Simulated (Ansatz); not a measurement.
# Te2Mo (P2_1/m) in Ansatz: relaxation of cell and atoms with PBE+D3(BJ)

Aim: the relaxation of cell and atoms of Te2Mo with PBE+D3(BJ).

All numbers are computed with Ansatz 0.2.0; they aren't measurements. Logs are shortened: lines on timing, memory, paths and dates and some standing lists are left out, and cuts for length are marked.

### 1 The structure

The structure is monoclinic, space group P2_1/m (No. 11). The conventional cell has a = 6.330 Å, b = 3.469 Å, c = 13.860 Å, α = 90.00°, β = 93.92°, γ = 90.00°. Te (site symmetry m) has 3 Mo at 2.79 to 2.81 Å as nearest neighbours. Te (site symmetry m) is surrounded by 3 Mo at 2.70 Å. Around Te (site symmetry m) lie 3 Mo at 2.79 to 2.82 Å. Around Te (site symmetry m) lie 3 Mo at 2.70 to 2.71 Å. Around Mo (site symmetry m) lie 6 Te at 2.70 to 2.82 Å and 2 Mo at 2.89 Å. Around Mo (site symmetry m) lie 6 Te at 2.70 to 2.81 Å and 2 Mo at 2.90 Å.

### 2 Relaxation of cell and atoms, PBE+D3(BJ)

Input file input.yaml:

```yaml
crystal:
  lattice:
    - [6.33, 0.0, 0.0]
    - [0.0, 3.469, 0.0]
    - [-0.9467947088, 0.0, 13.8276237937]
  atoms:
    - { symbol: Te, position: [0.9437, 0.75, 0.6045] }
    - { symbol: Te, position: [0.0563, 0.25, 0.3955] }
    - { symbol: Te, position: [0.903, 0.25, 0.8514] }
    - { symbol: Te, position: [0.097, 0.75, 0.1486] }
    - { symbol: Te, position: [0.4112, 0.75, 0.8955] }
    - { symbol: Te, position: [0.5888, 0.25, 0.1045] }
    - { symbol: Te, position: [0.4432, 0.25, 0.6484] }
    - { symbol: Te, position: [0.5568, 0.75, 0.3516] }
    - { symbol: Mo, position: [0.8167, 0.75, 0.9926] }
    - { symbol: Mo, position: [0.1833, 0.25, 0.0074] }
    - { symbol: Mo, position: [0.6819, 0.25, 0.4934] }
    - { symbol: Mo, position: [0.3181, 0.75, 0.5066] }
hamiltonian:
  xc: pbe
  pseudopotentials: { kind: paw }
  dispersion: d3bj
kpoints:
  mp_grid: { grid: [3, 6, 2] }
scf:
  occupations: { method: fermi_dirac, width: 0.05 }
output:
  forces: true
  stress: true
  eigenvalues: true
relax:
  f_tol: 0.01
  max_steps: 40
  cell: { stress_tol: 0.05 }
```

Potentials or basis: Ansatz PAW.

On the command line:

```console
> ansatz run input.yaml --threads 4 --pin off --max-ram 11264MiB --backend cpu --events-out ev --progress --plain --runs-dir out
```

The log of the run:

```text
Warning: RAYON_NUM_THREADS=4 ignored (pool sized by the plan → 4); use --threads N
Engine: ansatz 0.2.0, aarch64-unknown-linux-gnu
Pseudopotentials: kind: paw
Pseudopotential: Te, paw, valence charge 16, recommended cutoff 420 eV (normal), Te.paw.azcp
Pseudopotential: Mo, paw, valence charge 14, recommended cutoff 420 eV (normal), Mo.paw.azcp
Functional definition: PBE
  parameter kappa = 0.804
  parameter beta = 0.06672455060314922
  exchange = pbe_x(kappa = kappa, mu = beta*pi^2/3)
  correlation = pbe_c(beta = beta)
Crystal: 12 atoms, lattice volume = 303.638 Å³
Basis set: ecut = 420 eV, 5919 PW (Γ), exchange–correlation on 90×48×192 points (8 copies of the dense FFT grid, shifted against one another)
Bands: 111, of which v1, the nominal top of the filled ones, is band 92 counted from 1 (91 counted from 0)
Symmetry: 4 space group operations
Space group: P21/m (ITA 11), of the structure as read, at distance tolerance 6.7e-5 Å
k-points: 16 of 36
Non-local potential: Te, projectors of the file, l = 0: 2, l = 1: 2, l = 2: 2, l = 3: 2
Non-local potential: Mo, projectors of the file, l = 0: 3, l = 1: 2, l = 2: 2, l = 3: 1
PAW form: soft (Blöchl's): semilocal exchange-correlation on the pseudo side does not see the compensation charge
PAW one-centre angular grid: Te, 590 points (default); XC on 64 Gauss nodes
PAW one-centre angular grid: Mo, 590 points (default); XC on 64 Gauss nodes
Initial density: superposition of atomic densities (neutral atoms: chi_scale 0, normalization atom), corrected by the library's trained network
Initial wavefunctions: pseudopotential atomic-orbital guess
Functional: x = pbe(κ = 0.804, μ = 0.2195149727645171), c = pbe(β = 0.06672455060314922)
SCF iter   1: F=—  HF=-75672.983911 eV  |F-HF|=—  |Δ(HF+E_count)|=         —  Δρ=4.65e-3  dr2=7.64e-2  ethr=1.77e-3  ⟨swp⟩=6.0  Hψ=6433  notcnv=0  defer=23
preconditioner: auto → LDOS  [metal: Δε(μ)=0.034 eV  Ē_g=7.239 eV  σ=0.050 eV  W_gap=0.17  n_scr=82 (ndim 8)  ℏωp=18.1 eV  f_vac=0.028  D(μ)=4.23/eV (n_scr^D=16)  β→1.0]
SCF iter   2: F=—  HF=-75673.006306 eV  |F-HF|=—  |Δ(HF+E_count)|=   2.24e-2  Δρ=3.08e-3  dr2=1.12e-1  ethr=4.15e-5  ⟨swp⟩=2.1  Hψ=2786  notcnv=0  defer=127
SCF iter   3: F=—  HF=-75672.995514 eV  |F-HF|=—  |Δ(HF+E_count)|=   1.08e-2  Δρ=9.57e-4  dr2=9.88e-3  ethr=4.15e-5  ⟨swp⟩=2.0  Hψ=2249  notcnv=0  defer=127
SCF iter   4: F=—  HF=-75672.994451 eV  |F-HF|=—  |Δ(HF+E_count)|=   1.06e-3  Δρ=1.94e-4  dr2=2.52e-4  ethr=5.37e-6  ⟨swp⟩=2.0  Hψ=1976  notcnv=0  defer=127
SCF iter   5: F=—  HF=-75672.994402 eV  |F-HF|=—  |Δ(HF+E_count)|=   4.89e-5  Δρ=3.14e-5  dr2=6.41e-6  ethr=1.37e-7  ⟨swp⟩=2.0  Hψ=2210  notcnv=0  defer=127
SCF iter   6: F=—  HF=-75672.994415 eV  |F-HF|=—  |Δ(HF+E_count)|=   1.27e-5  Δρ=9.35e-6  dr2=4.10e-7  ethr=3.48e-9  ⟨swp⟩=2.0  Hψ=3038  notcnv=0  defer=123
[... 123 lines left out ...]
  E_closure    = 0.000000  (closes the sum)
  Σ components = -75673.065262   (vs F -75673.065262, Δ=0.00e0)
--- Forces (eV/Å), atoms counted from 1 ---
  atom   1  Te    -0.00047514     0.00000000     0.00049230
  atom   2  Te     0.00047514    -0.00000000    -0.00049230
  atom   3  Te     0.00016642     0.00000000    -0.00019585
  atom   4  Te    -0.00016642    -0.00000000     0.00019585
  atom   5  Te    -0.00008529     0.00000000     0.00026395
  atom   6  Te     0.00008529    -0.00000000    -0.00026395
  atom   7  Te     0.00056002    -0.00000000     0.00040862
  atom   8  Te    -0.00056002     0.00000000    -0.00040862
  atom   9  Mo    -0.00001483    -0.00000000    -0.00310647
  atom  10  Mo     0.00001483     0.00000000     0.00310647
  atom  11  Mo    -0.00052343     0.00000000     0.00085676
  atom  12  Mo     0.00052343    -0.00000000    -0.00085676
  max |Σ_I F_I| component: 1.08e-19 eV/Å
--- Stress (GPa, compression-positive) ---
        0.003195      -0.000000       0.000816
       -0.000000      -0.005673      -0.000000
        0.000816      -0.000000      -0.001419
  P = ⅓ Tr σ = -0.0013 GPa (-0.013 kbar)
--- Band table (eV; the first three rows and the last of 16) ---
  k-point 0: bands = ["-47.8104", "-47.7805", "-47.7511", "-47.7212", "-23.8394", "-23.8326", "-23.8261", "-23.8258", "-23.8040", "-23.7998", "-23.7971", "-23.7942", "-23.7899", "-23.7891", "-23.7890", "-23.7835", "-23.7764", "-23.7746", "-23.7703", "-23.7677", "-23.7640", "-23.7621", "-23.7615", "-23.7577", "-23.7546", "-23.7460", "-23.7411", "-23.7348", "-23.7343", "-23.7325", "-23.7221", "-23.7175", "-23.7096", "-23.7046", "-23.7045", "-23.7021", "-23.6950", "-23.6906", "-23.6822", "-23.6705", "-23.6466", "-23.6388", "-23.6317", "-23.6272", "-22.0640", "-22.0349", "-21.9673", "-21.9569", "-21.9387", "-21.9252", "-21.8056", "-21.8022", "-21.7771", "-21.7674", "-21.6452", "-21.6134", "-0.1421", "0.3552", "0.7508", "1.5491", "1.7526", "1.9833", "2.0561", "2.3658", "7.1474", "7.2331", "7.5997", "7.9584", "8.5745", "8.8584", "8.8659", "9.1251", "9.5935", "10.6043", "10.6099", "10.6935", "10.7572", "10.7646", "10.9744", "11.1831", "11.4017", "11.4620", "11.7983", "12.0104", "12.2383", "12.4439", "12.6471", "12.8159", "12.9341", "13.0729", "13.4123", "13.6838", "13.7104", "13.9851", "14.0734", "14.2269", "14.2818", "15.0114", "15.1972", "15.3227", "15.5363", "16.0634", "16.0762", "16.2482", "16.2487", "16.5315", "16.6928", "16.9735", "17.8094", "17.9671", "18.3244"]
  k-point 1: bands = ["-47.8104", "-47.7805", "-47.7511", "-47.7212", "-23.8394", "-23.8326", "-23.8261", "-23.8258", "-23.8039", "-23.7998", "-23.7972", "-23.7942", "-23.7899", "-23.7891", "-23.7891", "-23.7835", "-23.7764", "-23.7746", "-23.7703", "-23.7677", "-23.7638", "-23.7622", "-23.7617", "-23.7575", "-23.7546", "-23.7459", "-23.7411", "-23.7348", "-23.7344", "-23.7325", "-23.7221", "-23.7175", "-23.7096", "-23.7046", "-23.7045", "-23.7021", "-23.6950", "-23.6906", "-23.6822", "-23.6705", "-23.6466", "-23.6388", "-23.6317", "-23.6272", "-22.0640", "-22.0349", "-21.9673", "-21.9569", "-21.9387", "-21.9252", "-21.8056", "-21.8022", "-21.7771", "-21.7674", "-21.6453", "-21.6134", "0.0031", "0.0494", "1.2207", "1.2513", "1.7700", "1.7772", "2.2877", "2.3036", "7.2734", "7.3609", "7.7186", "7.7828", "8.1994", "8.4290", "9.0053", "9.4175", "10.1167", "10.3838", "10.6659", "10.6889", "10.7110", "10.7478", "10.9915", "11.0446", "11.3425", "11.5442", "11.7821", "11.9060", "12.3991", "12.5006", "12.5288", "12.6105", "13.1939", "13.2088", "13.4228", "13.5182", "13.6909", "13.8295", "14.1180", "14.1912", "14.7170", "15.0292", "15.2621", "15.3231", "15.3331", "15.3403", "16.4269", "16.4465", "16.5273", "16.5528", "16.5797", "16.5975", "17.9810", "18.1608", "18.4498"]
  k-point 2: bands = ["-47.8050", "-47.7751", "-47.7536", "-47.7237", "-23.8357", "-23.8298", "-23.8260", "-23.8250", "-23.8010", "-23.8000", "-23.7969", "-23.7929", "-23.7905", "-23.7893", "-23.7881", "-23.7791", "-23.7740", "-23.7733", "-23.7708", "-23.7704", "-23.7653", "-23.7628", "-23.7622", "-23.7603", "-23.7532", "-23.7474", "-23.7415", "-23.7381", "-23.7348", "-23.7330", "-23.7164", "-23.7117", "-23.7092", "-23.7071", "-23.7067", "-23.7021", "-23.6946", "-23.6903", "-23.6832", "-23.6734", "-23.6461", "-23.6389", "-23.6313", "-23.6270", "-22.0585", "-22.0294", "-22.0028", "-21.9742", "-21.9408", "-21.9090", "-21.8409", "-21.8112", "-21.7810", "-21.7474", "-21.6476", "-21.6159", "0.1719", "0.6631", "0.9717", "1.7296", "1.9186", "2.1801", "2.1803", "2.5347", "7.4647", "7.5510", "7.8783", "8.1623", "8.6297", "8.9599", "9.0825", "9.1773", "9.4609", "9.9432", "10.0725", "10.3093", "10.4881", "10.5719", "10.7170", "10.9686", "11.2703", "11.2905", "11.4440", "11.8208", "11.8321", "11.8466", "12.0866", "12.0964", "12.5548", "12.6327", "12.9306", "13.0266", "13.3363", "13.6597", "14.3421", "14.3851", "14.5477", "14.9373", "15.0685", "15.0943", "15.2375", "15.3203", "15.5238", "15.6752", "16.0603", "16.4054", "16.4527", "16.5987", "18.1337", "18.2486", "19.2440"]
  k-point 15: bands = ["-47.7750", "-47.7750", "-47.7451", "-47.7451", "-23.8404", "-23.8404", "-23.8098", "-23.8098", "-23.8058", "-23.8058", "-23.8028", "-23.8028", "-23.7817", "-23.7817", "-23.7755", "-23.7755", "-23.7746", "-23.7746", "-23.7697", "-23.7697", "-23.7664", "-23.7664", "-23.7556", "-23.7556", "-23.7480", "-23.7480", "-23.7462", "-23.7462", "-23.7338", "-23.7338", "-23.7139", "-23.7139", "-23.7049", "-23.7049", "-23.6954", "-23.6954", "-23.6917", "-23.6917", "-23.6835", "-23.6835", "-23.6418", "-23.6418", "-23.6283", "-23.6283", "-22.0940", "-22.0940", "-22.0651", "-22.0651", "-21.8806", "-21.8806", "-21.8494", "-21.8494", "-21.7071", "-21.7071", "-21.6748", "-21.6748", "2.0704", "2.0704", "2.2584", "2.2584", "2.4341", "2.4341", "2.5274", "2.5274", "7.2719", "7.2719", "7.4382", "7.4382", "8.1516", "8.1516", "8.3228", "8.3228", "9.4668", "9.4668", "9.8183", "9.8183", "10.2468", "10.2468", "10.5060", "10.5060", "10.7554", "10.7554", "10.9808", "10.9808", "11.3515", "11.3515", "11.4621", "11.4621", "12.0071", "12.0071", "12.1022", "12.1022", "14.2656", "14.2656", "14.3586", "14.3586", "14.7276", "14.7276", "14.9754", "14.9754", "15.1507", "15.1507", "15.6761", "15.6761", "16.4433", "16.4433", "16.8089", "16.8089", "17.8771", "17.8771", "18.3003"]
--- Relaxed structure (8 steps of the walk, 7 accepted, 1 SCFs on fresh bases) ---
  F+E_penalty+E_count = -75673.06526214 eV   max|allowed force component| = 3.106e-3 eV/Å   (the final SCF, on the basis selected at the relaxed cell)
  cell:  # Å, volume = 291.2996 Å³
    - [6.340374530181206, 0.0, -0.021859099370311795]
    - [0.0, 3.465919304592035, 0.0]
    - [-0.9960967550628165, 0.0, 13.259250806330659]
  atoms:
    - { symbol: Te, position: [0.948084225402537, 0.7500000000000001, 0.6072808572074605] }
    - { symbol: Te, position: [0.051915774597463236, 0.25, 0.3927191427925397] }
    - { symbol: Te, position: [0.9002345526442476, 0.25, 0.8446727285802037] }
    - { symbol: Te, position: [0.09976544735575259, 0.7500000000000001, 0.15532727141979652] }
    - { symbol: Te, position: [0.4097300434475645, 0.7500000000000001, 0.8929586261984779] }
    - { symbol: Te, position: [0.5902699565524356, 0.25, 0.10704137380152244] }
    - { symbol: Te, position: [0.44444664599668887, 0.25, 0.654693435942052] }
    - { symbol: Te, position: [0.5555533540033112, 0.7500000000000001, 0.34530656405794813] }
    - { symbol: Mo, position: [0.817283407523036, 0.7500000000000001, 0.9924256319030343] }
    - { symbol: Mo, position: [0.18271659247696387, 0.25, 0.007574368096965882] }
    - { symbol: Mo, position: [0.6807010226713355, 0.25, 0.49390597862747104] }
    - { symbol: Mo, position: [0.3192989773286645, 0.7500000000000001, 0.5060940213725291] }
```

Run time: 71 s. Hardware: 4 threads of Arm Neoverse V2, shared host; peak memory 1.2 GiB.

What came out:

```
Free energy                            : -75673.0653 eV
Relaxed volume                         : 24.27 Å³/atom
Relaxed cell                           : a = 6.340 Å, b = 3.466 Å, c = 13.297 Å, α = 90.00°, β = 94.49°, γ = 90.00°
Space group after relaxing (to 0.05 Å) : P2_1/m (No. 11)
Energy gained by relaxing              : 5.9 meV/atom
Ionic steps                            : 8
Pressure after relaxing                : 0.0 GPa
Largest force after relaxing           : 0.003 eV/Å
Band gap on the k mesh                 : none (metal or under the smearing width)
```

Forces on the atoms (eV/Å):
```
Te   0.000  0.000  0.000
Te   0.000  0.000  0.000
Te   0.000  0.000  0.000
Te   0.000  0.000  0.000
Te   0.000  0.000  0.000
Te   0.000  0.000  0.000
Te   0.001  0.000  0.000
Te  -0.001  0.000  0.000
Mo   0.000  0.000 -0.003
Mo   0.000  0.000  0.003
Mo  -0.001  0.000  0.001
Mo   0.001  0.000 -0.001
```

The path:
```
step  energy change (eV)  largest force (eV/Å)  volume (Å³)
   1              0.0000                0.2069       303.64
   2             -0.0525                0.0441       296.30
   3             -0.0646                0.1917       291.38
   4             -0.0723                0.0492       291.84
   5             -0.0730                0.0189       291.25
   6             -0.0732                0.0102       291.35
   7             -0.0733                0.0031       291.30
   8             -0.0708                0.0031       291.30
```

Final structure:
```
CELL_PARAMETERS angstrom
6.34037 0.00000 -0.02186
0.00000 3.46592 0.00000
-0.99610 0.00000 13.25925
ATOMIC_POSITIONS crystal
Te 0.94808 0.75000 0.60728
Te 0.05192 0.25000 0.39272
Te 0.90023 0.25000 0.84467
Te 0.09977 0.75000 0.15533
Te 0.40973 0.75000 0.89296
Te 0.59027 0.25000 0.10704
Te 0.44445 0.25000 0.65469
Te 0.55555 0.75000 0.34531
Mo 0.81728 0.75000 0.99243
Mo 0.18272 0.25000 0.00757
Mo 0.68070 0.25000 0.49391
Mo 0.31930 0.75000 0.50609
```

Levels at points of the mesh, in eV from the Fermi level:
```tsv
k point	band 88	band 89	band 90	band 91	band 92	band 93	band 94	band 95	band 96	band 97
(0.00, 0.00, 0.00)	-0.49	-0.38	-0.24	0.10	0.37	0.40	0.68	0.76	0.92	0.97
(0.00, 0.00, -0.50)	-0.70	-0.12	-0.10	0.11	0.21	0.38	0.52	0.81	0.88	1.41
(0.00, -0.50, 0.00)	-1.83	-1.62	-1.62	-1.43	-1.43	0.92	0.92	1.13	1.13	1.18
(0.00, -0.50, -0.50)	-1.85	-1.62	-1.62	-1.50	-1.50	0.88	0.88	1.14	1.14	1.21
```

Caveat: the plane-wave basis is chosen anew once the cell has moved, so the energies of steps on either side of that aren't comparable; pairwise dispersion overbinds metals, which lowers pressure and volume. Spin-orbit coupling is left out, which matters for the levels of Te.
